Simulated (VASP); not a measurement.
# InAs (F-43m) in VASP: a series of runs, part 2 of 2

VASP 6.6.1. The steps go on from the part before.

## (3) Relaxation of cell and atoms, PBE+D3(BJ)

This run uses another cell than the first one, of 28.56 Å³/atom, 1.039 times its volume.

Contents of INCAR:

```
SYSTEM = InAs
PREC     = Accurate       ! precision mode
ENCUT    = 600            ! plane-wave cutoff, eV
EDIFF    = 1E-7           ! SCF threshold, eV
ISMEAR   = 0              ! smearing method
SIGMA    = 0.03           ! smearing width, eV
LREAL    = .FALSE.        ! projectors in reciprocal space
LASPH    = .TRUE.         ! aspherical terms in the spheres
NELM     = 80             ! most SCF steps
ALGO     = Normal         ! electronic algorithm
ISIF     = 3              ! what is computed and relaxed
LWAVE    = .FALSE.        ! write WAVECAR
LCHARG   = .FALSE.        ! write CHGCAR
GGA      = PE             ! functional
IVDW     = 12             ! dispersion correction
IBRION   = 2              ! ionic algorithm
NSW      = 90             ! ionic steps
EDIFFG   = -0.005         ! ionic threshold
```

Contents of KPOINTS:

```
regular mesh
0
G
  10 10 10
  0 0 0
```

Contents of POSCAR:

```
InAs                                    
1.0
    0.0000000000      3.0567662025      3.0567662025
    3.0567662025      0.0000000000      3.0567662025
    3.0567662025      3.0567662025     -0.0000000000
  In              As            
     1     1
Direct
     0.0000000000000000    0.0000000000000000    0.0000000000000000
     0.2500000000000000    0.2500000000000000    0.2500000000000000
```

Potentials or basis: VASP PAW PBE potentials, release 64 (In_d, As).

The run is started by

```console
$ cat potpaw_PBE.64/In_d/POTCAR potpaw_PBE.64/As/POTCAR > POTCAR
$ mpirun -np 1 vasp_std > vasp.out
```

OUTCAR:

```text
SYSTEM = InAs
   PREC = Accurate
   ENCUT = 600
   EDIFF = 1E-7
   ISMEAR = 0
   LREAL = .FALSE.
   LASPH = .TRUE.
   NELM = 80
   ISIF = 3
   GGA = PE
   IVDW = 12
   IBRION = 2
   NSW = 90
   EDIFFG = -0.005
 IVDW          = 12

 ion  position               nearest neighbor table
   1  0.000  0.000  0.000-   2 2.65   2 2.65   2 2.65   2 2.65
   2  0.250  0.250  0.250-   1 2.65   1 2.65   1 2.65   1 2.65

  LATTYP: Found a face centered cubic cell.
 ALAT       =     6.1135324050

  Lattice vectors:

 A1 = (   0.0000000000,   3.0567662025,   3.0567662025)
 A2 = (   3.0567662025,   0.0000000000,   3.0567662025)
 A3 = (   3.0567662025,   3.0567662025,   0.0000000000)

Analysis of symmetry for initial positions (statically):
=====================================================================
 Subroutine PRICEL returns:
 Original cell was already a primitive cell.

 Routine SETGRP: Setting up the symmetry group for a
 face centered cubic supercell.

 Subroutine GETGRP returns: Found 24 space group operations
 (whereof 24 operations were pure point group operations)
 out of a pool of 48 trial point group operations.

The static configuration has the point symmetry T_d .

Analysis of symmetry for dynamics (positions and initial velocities):
=====================================================================
 Subroutine PRICEL returns:
 Original cell was already a primitive cell.

 Routine SETGRP: Setting up the symmetry group for a
 face centered cubic supercell.

 Subroutine GETGRP returns: Found 24 space group operations
 (whereof 24 operations were pure point group operations)
 out of a pool of 48 trial point group operations.

The dynamic configuration has the point symmetry T_d .

 Subroutine INISYM returns: Found 24 space group operations
[... 122 lines left out ...]
   GGA     = PE    functional components
   LHFCALC =     F    Hartree Fock is set to
   AEXX    =    0.0000 exact exchange contribution
   IVDW    =    12    specifies the selected vdW correction
   LEPSILON=     F    determine dielectric tensor
   LRPA    =     F    only Hartree local field effects (RPA)
 conjugate gradient relaxation of ions
 non-spin polarized calculation
 Gauss-broadening in eV      SIGMA  =   0.03
  energy-cutoff  :      600.00
  volume of cell :       57.12
 maximum number of plane-waves:      1924
   NGX = 17   NGY = 17   NGZ = 17

 number of electron      18.0000001 magnetization

 Free energy of the ion-electron system (eV)
  ---------------------------------------------------
  ext. energy  EPLUGINS =         0.00000000
  ---------------------------------------------------
  free energy    TOTEN  =        -7.70624291 eV

  energy without entropy =       -7.70619663  energy(sigma->0) =       -7.70621977

 E-fermi :   4.1901     XC(G=0):  -8.9496

 val. band max:        4.1809151259   @ k =   0.0000   0.0000   0.0000
 cond. band min:       5.0292187420   @ k =   0.1000   0.0000   0.0000
 fundamental gap:      0.8483036162
 Fermi energy:         4.1900521583

 k-point     1 :       0.0000    0.0000    0.0000
  band No.  band energies     occupation
      1     -10.1468      2.00000
      2     -10.1468      2.00000
      3     -10.1468      2.00000
      4     -10.0341      2.00000
      5     -10.0341      2.00000
      6      -7.4731      2.00000
      7       3.8180      2.00000
      8       4.1809      1.33333
      9       4.1809      1.33333
     10       4.1809      1.33333
     11       8.0735      0.00000
     12       8.0735      0.00000
     13       8.0735      0.00000
[... 354 lines left out ...]
  band No.  band energies     occupation
      1     -10.2777      2.00000
      2     -10.0935      2.00000
      3     -10.0914      2.00000
      4     -10.0570      2.00000
      5     -10.0187      2.00000
      6      -6.1063      2.00000
      7      -0.7067      2.00000
      8       2.0879      2.00000
      9       2.3417      2.00000
     10       6.2441      0.00000
     11       6.9301      0.00000
     12      10.7167      0.00000
     13      11.4381      0.00000

 [... further k-points ...]

------------------------ aborting loop because EDIFF is reached ----------------------------------------

 Edisp (eV)   -0.62317

 E8    (eV) :    -0.2887

  FORCE on cell =-STRESS in cart. coord.  units (eV):
  Direction    XX          YY          ZZ          XY          YZ          ZX
  --------------------------------------------------------------------------------------
  -------------------------------------------------------------------------------------
  Total       0.00435     0.00435     0.00435     0.00000     0.00000     0.00000
  in kB       0.12212     0.12212     0.12212     0.00000     0.00000     0.00000
  external pressure =        0.12 kB  Pullay stress =        0.00 kB

 VOLUME and BASIS-vectors are now :
 -----------------------------------------------------------------------------
  energy-cutoff  :      600.00
  volume of cell :       57.12
      direct lattice vectors                 reciprocal lattice vectors
     0.000000000  3.056766202  3.056766202    -0.163571555  0.163571555  0.163571555
     3.056766202  0.000000000  3.056766202     0.163571555 -0.163571555  0.163571555
     3.056766202  3.056766202  0.000000000     0.163571555  0.163571555 -0.163571555

 POSITION                                       TOTAL-FORCE (eV/Angst)
 -----------------------------------------------------------------------------------
      0.00000      0.00000      0.00000        -0.000000     -0.000000      0.000000
      1.52838      1.52838      1.52838         0.000000      0.000000     -0.000000
 -----------------------------------------------------------------------------------
    total drift:                               -0.000000     -0.000000     -0.000000

  FREE ENERGIE OF THE ION-ELECTRON SYSTEM (eV)
  ---------------------------------------------------
  free  energy   TOTEN  =        -8.3294142509 eV

  energy  without entropy=       -8.3293679722  energy(sigma->0) =       -8.32939111

 reached required accuracy - stopping structural energy minimisation
```

OSZICAR:

```text
N       E                     dE             d eps       ncg     rms          rms(c)
DAV:   1     0.118319122156E+03    0.11832E+03   -0.91775E+03  1227   0.164E+03
DAV:   2     0.787056527446E+00   -0.11753E+03   -0.11373E+03  1287   0.343E+02
DAV:   3    -0.773336231337E+01   -0.85204E+01   -0.84604E+01  1592   0.947E+01
DAV:   4    -0.796212055084E+01   -0.22876E+00   -0.22863E+00  1439   0.172E+01
DAV:   5    -0.797185464767E+01   -0.97341E-02   -0.97338E-02  1803   0.306E+00    0.431E+00
DAV:   6    -0.772625214435E+01    0.24560E+00   -0.44778E-01  1803   0.123E+01    0.242E+00
DAV:   7    -0.770444955614E+01    0.21803E-01   -0.13558E-01  1706   0.352E+00    0.703E-01
DAV:   8    -0.770542403484E+01   -0.97448E-03   -0.12962E-02  1478   0.165E+00    0.188E-01
DAV:   9    -0.770607305788E+01   -0.64902E-03   -0.12265E-03  1492   0.440E-01    0.114E-01
DAV:  10    -0.770619683268E+01   -0.12377E-03   -0.17908E-04  1659   0.181E-01    0.763E-02
DAV:  11    -0.770623897515E+01   -0.42142E-04   -0.16425E-04  1272   0.145E-01    0.687E-02
DAV:  12    -0.770624221437E+01   -0.32392E-05   -0.13524E-05  1332   0.306E-02    0.164E-02
DAV:  13    -0.770624246028E+01   -0.24591E-06   -0.19981E-06  1528   0.973E-03    0.895E-03
DAV:  14    -0.770624268103E+01   -0.22075E-06   -0.19705E-07  1278   0.508E-03    0.211E-03
DAV:  15    -0.770624284968E+01   -0.16864E-06   -0.30312E-08   761   0.184E-03    0.696E-04
DAV:  16    -0.770624290603E+01   -0.56350E-07   -0.88627E-09   671   0.105E-03
   1 F= -.83294143E+01 E0= -.83293911E+01  d E =-.832941E+01
```

Wall time 39 s (1 thread of Intel Xeon Platinum 8375C at 2.90GHz (Ice Lake), shared host); peak memory 0.24 GiB.

What came out:

| Item | Value |
| --- | --- |
| Free energy | -8.3294 eV |
| Pressure after relaxing | 0.0 GPa |
| Band gap on the k mesh | none (metal or under the smearing width) |
| Dispersion energy per atom | -0.312 eV |

Final structure:
```xyz
2
Lattice="0.0000 3.0568 3.0568 3.0568 0.0000 3.0568 3.0568 3.0568 0.0000" Properties=species:S:1:pos:R:3 pbc="T T T"
In    0.0000    0.0000    0.0000
As    1.5284    1.5284    1.5284
```

Levels at points of the mesh, in eV from the Fermi level:
| k point | band 5 | band 6 | band 7 | band 8 | band 9 | band 10 | band 11 | band 12 | band 13 |
| --- | --- | --- | --- | --- | --- | --- | --- | --- | --- |
| (0.00, 0.00, 0.00) | -14.22 | -11.66 | -0.37 | -0.01 | -0.01 | -0.01 | 3.88 | 3.88 | 3.88 |
| (0.50, 0.00, 0.00) | -14.22 | -10.29 | -5.61 | -0.95 | -0.95 | 0.88 | 4.65 | 4.65 | 6.80 |
| (0.50, 0.50, 0.00) | -14.20 | -9.79 | -5.71 | -2.22 | -2.22 | 1.59 | 2.05 | 8.97 | 9.04 |

Caveat: the relaxation stopped at its first step, so nothing moved; pairwise dispersion overbinds metals, which lowers pressure and volume; this crystal is a semiconductor, whose small gap the functional closes, so the metal is an error of the method.
